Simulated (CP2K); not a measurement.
GaAs:

```
As Ga
1.0
     3.99777    0.00000    0.00000
     1.99888    3.46217    0.00000
     1.99888    1.15406    3.26417
As Ga
1 1
Direct
  0.75000 0.75000 0.75000
  0.00000 0.00000 0.00000
```

Base run:

* Program: CP2K 2026.2
* Functional: PBE
* Dispersion: D3(BJ)+ATM
* Potentials or basis: POTENTIAL_UZH As GTH-PBE-q5, Ga GTH-PBE-q13; TZVP-MOLOPT-PBE-GTH basis
* Density cutoff: 6123 eV
* k mesh: 8 × 8 × 8
* Occupations: fermi-dirac, width 0.05 eV
* Spin: no spin polarisation

Its results: band gap on the k mesh 0.48 eV, direct; pressure 1.6 GPa.

Problem. After a change of settings the same cell gave: band gap on the k mesh 0.46 eV, direct; pressure 3.2 GPa. Which change was it?
A. dispersion from D3(BJ)+ATM to D3(BJ)
B. dispersion from D3(BJ)+ATM to D2
C. dispersion from D3(BJ)+ATM to D4
D. dispersion from D3(BJ)+ATM to rVV10

Solution. D.

Caveats: the basis of atomic orbitals isn't converged, which shifts pressures, moduli and gaps; the real-space grid breaks the cell's symmetry a little (some runs).
